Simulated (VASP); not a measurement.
Output of a VASP run:

**OSZICAR**
```
...
DAV:   1    -0.213157602752E+02   -0.30842E-01   -0.63456E-01   688   0.431E+00    0.446E-01
DAV:   2    -0.213119652883E+02    0.37950E-02   -0.39136E-02   912   0.101E+00    0.311E-01
DAV:   3    -0.213105580399E+02    0.14072E-02   -0.22665E-03  1008   0.257E-01    0.161E-01
DAV:   4    -0.213094441280E+02    0.11139E-02   -0.13199E-03   882   0.172E-01    0.842E-02
DAV:   5    -0.213092155933E+02    0.22853E-03   -0.58068E-04   922   0.106E-01    0.411E-02
DAV:   6    -0.213092608261E+02   -0.45233E-04   -0.51032E-05   744   0.409E-02    0.137E-02
DAV:   7    -0.213092892337E+02   -0.28408E-04   -0.11603E-05   462   0.167E-02    0.817E-03
DAV:   8    -0.213093542379E+02   -0.65004E-04   -0.28889E-05   626   0.200E-02    0.712E-03
DAV:   9    -0.213093836333E+02   -0.29395E-04   -0.25108E-06   418   0.743E-03    0.286E-03
DAV:  10    -0.213094213022E+02   -0.37669E-04   -0.89710E-06   568   0.906E-03    0.368E-03
DAV:  11    -0.213094260755E+02   -0.47734E-05   -0.60256E-07   384   0.383E-03
   2 F= -.21309426E+02 E0= -.21309426E+02  d E =-.245021E-01
       N       E                     dE             d eps       ncg     rms          rms(c)
DAV:   1    -0.213141735413E+02   -0.47522E-02   -0.16154E-01   688   0.218E+00    0.226E-01
DAV:   2    -0.213133088981E+02    0.86464E-03   -0.10170E-02   912   0.515E-01    0.158E-01
DAV:   3    -0.213129560365E+02    0.35286E-03   -0.55321E-04  1008   0.128E-01    0.808E-02
DAV:   4    -0.213126796162E+02    0.27642E-03   -0.30658E-04   876   0.829E-02    0.421E-02
DAV:   5    -0.213126135707E+02    0.66045E-04   -0.14757E-04   922   0.531E-02    0.202E-02
DAV:   6    -0.213126265212E+02   -0.12950E-04   -0.11714E-05   416   0.205E-02    0.566E-03
DAV:   7    -0.213126375216E+02   -0.11000E-04   -0.39424E-06   392   0.109E-02    0.332E-03
DAV:   8    -0.213126562757E+02   -0.18754E-04   -0.57842E-06   478   0.977E-03    0.169E-03
DAV:   9    -0.213126688886E+02   -0.12613E-04   -0.19181E-06   392   0.558E-03    0.142E-03
DAV:  10    -0.213126775777E+02   -0.86892E-05   -0.16545E-06   448   0.416E-03
   3 F= -.21312678E+02 E0= -.21312678E+02  d E =-.277536E-01
       N       E                     dE             d eps       ncg     rms          rms(c)
DAV:   1    -0.213145644411E+02   -0.18956E-02   -0.50461E-02   686   0.105E+00    0.201E-01
DAV:   2    -0.213140214487E+02    0.54299E-03   -0.30565E-03   810   0.287E-01    0.724E-02
DAV:   3    -0.213139162739E+02    0.10517E-03   -0.43116E-04   816   0.108E-01    0.453E-02
DAV:   4    -0.213138601054E+02    0.56169E-04   -0.57563E-05   836   0.378E-02    0.296E-02
DAV:   5    -0.213138198094E+02    0.40296E-04   -0.68397E-05   774   0.354E-02    0.163E-02
DAV:   6    -0.213138185830E+02    0.12264E-05   -0.85944E-06   382   0.152E-02
   4 F= -.21313819E+02 E0= -.21313819E+02  d E =-.114101E-02
       N       E                     dE             d eps       ncg     rms          rms(c)
DAV:   1    -0.213163349724E+02   -0.25152E-02   -0.12917E-01   686   0.168E+00    0.321E-01
DAV:   2    -0.213148701504E+02    0.14648E-02   -0.78485E-03   814   0.461E-01    0.117E-01
DAV:   3    -0.213145910760E+02    0.27907E-03   -0.11290E-03   820   0.175E-01    0.726E-02
DAV:   4    -0.213144447630E+02    0.14631E-03   -0.15070E-04   892   0.610E-02    0.478E-02
DAV:   5    -0.213143459362E+02    0.98827E-04   -0.18417E-04   776   0.579E-02    0.269E-02
DAV:   6    -0.213143487678E+02   -0.28316E-05   -0.27850E-05   620   0.257E-02
   5 F= -.21314349E+02 E0= -.21314349E+02  d E =-.167119E-02
```

File OUTCAR:
```
------------------------ aborting loop because EDIFF is reached ----------------------------------------
  FORCE on cell =-STRESS in cart. coord.  units (eV):
  Direction    XX          YY          ZZ          XY          YZ          ZX
  --------------------------------------------------------------------------------------
  Total       -0.0164993     -0.0164993     -0.0222731     -0.0000000      0.0000000      0.0000000
  in kB       -0.0746129     -0.0746129     -0.1007232     -0.0000000      0.0000000      0.0000000
  external PRESSURE =      -0.0833163 kB  Pullay stress =       0.0000000 kB
  volume of cell :      354.29
      direct lattice vectors                 reciprocal lattice vectors
     4.209310291  0.000000000 -0.000000000     0.237568611  0.137160310  0.000000000
    -2.104655146  3.645369430 -0.000000000    -0.000000000  0.274320619 -0.000000000
    -0.000000000  0.000000000 23.089225199     0.000000000  0.000000000  0.043310245
 POSITION                                       TOTAL-FORCE (eV/Angst)
 -----------------------------------------------------------------------------------
     -0.00000      2.43025      9.58206        -0.000000      0.000000      0.005597
     -0.00000      0.00000     13.50717         0.000000     -0.000000     -0.005597
     -0.00000      0.00000      7.88912         0.000000     -0.000000      0.001949
      2.10466      1.21512     11.54461         0.000000     -0.000000      0.000000
     -0.00000      2.43025     15.20011        -0.000000      0.000000     -0.001949
 -----------------------------------------------------------------------------------
    total drift:                                0.000402     -0.000232      0.000340
  FREE ENERGIE OF THE ION-ELECTRON SYSTEM (eV)
  ---------------------------------------------------
  free  energy   TOTEN  =       -21.3143487678 eV

  energy  without entropy=      -21.3143487678  energy(sigma->0) =      -21.31434877

 reached required accuracy - stopping structural energy minimisation
```
(Selected blocks of OUTCAR.)

POSCAR:
```
Sb2Te3 monolayer
1
    4.2511747076     0.0000000000     0.0000000000
   -2.1255873538     3.6816250741     0.0000000000
    0.0000000000     0.0000000000    22.6367114880
Sb Te
2 3
Direct
  0.3333330000   0.6666670000   0.4142670000
  0.0000000000   0.0000000000   0.5857330000
  0.0000000000   0.0000000000   0.3428960000
  0.6666670000   0.3333330000   0.5000000000
  0.3333330000   0.6666670000   0.6571040000
```

Question: Reconstruct the remaining input files.

Answer: One answer among several that fit: the input of the run itself, LDA (Ceperley-Alder, Perdew-Zunger), plane waves, VASP's LDA PAW potentials (set 64).

KPOINTS:
```
Automatic
0
G
  12 12 1
0 0 0
```

**INCAR**
```
ALGO = Normal
EDIFF = 1E-5
EDIFFG = -0.03
ENCUT = 400
IBRION = 2
ISIF = 4
ISMEAR = 0
LASPH = .TRUE.
LCHARG = .FALSE.
LMAXMIX = 4
LREAL = .FALSE.
LWAVE = .TRUE.
NELM = 100
NELMIN = 4
NSW = 50
PREC = Normal
SIGMA = 0.05
SYSTEM = Sb2Te3 monolayer
```

POTCAR, in this order: Sb Te (LDA.64 set). Program: vasp_std.

The cell is a sheet with vacuum, built from Sb2Te3 (tetradymite).
